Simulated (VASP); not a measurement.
A convergence study with VASP on SrF2 (space group no. 225 when undisturbed): one setting is varied, all else stays as given below, so the limit is that of these other settings. One atom is moved off its site, so that forces are finite.

```
CELL_PARAMETERS angstrom
      0.00000     2.88550     2.88550
      2.88550     0.00000     2.88550
      2.88550     2.88550     0.00000
ATOMIC_POSITIONS crystal
  Sr 0.00866 0.00866 0.99134
  F  0.25000 0.25000 0.25000
  F  0.75000 0.75000 0.75000
```

All values below come from PBE GGA, VASP's PBE PAW potentials (set 64) (plane waves; VASP 6.6.1). The tightest run used: 400 eV cut-off, 14×14×14 Γ-centred mesh, Fermi-Dirac smearing of 0.020 eV, potentials Sr_sv F.

Gaps are read on the run's mesh, which can miss a band edge.

| setting | E (eV/atom) | pressure (GPa) | largest force (eV/Å) | gap on the mesh (eV) | irreducible k-points |
|---|---|---|---|---|---|
| 2×2×2 mesh | -5.6645 | -4.00 | 0.239 | 6.999 | 4 |
| 3×3×3 mesh | -5.6901 | -3.88 | 0.246 | 7.132 | 6 |
| 4×4×4 mesh | -5.6920 | -3.78 | 0.247 | 7.014 | 13 |

Question: These are the cheaper rows. Estimate the results at 14×14×14 mesh, and how far the last row shown lies from them.

Answer: 
```csv
quantity,tightest run,last row shown is off by
E (eV/atom),-5.6920,0.0001
pressure (GPa),-3.78,0.00
largest force (eV/Å),0.247,0.000
gap on the mesh (eV),7.014,0.000
```

Left out are rungs that failed or repeat a setting and relaxations that didn't move; long series are thinned to 24 rows.

The structure is a typed SrF2 crystal (space group no. 225). The cell was not relaxed at this level, it is distorted from the ideal structure.
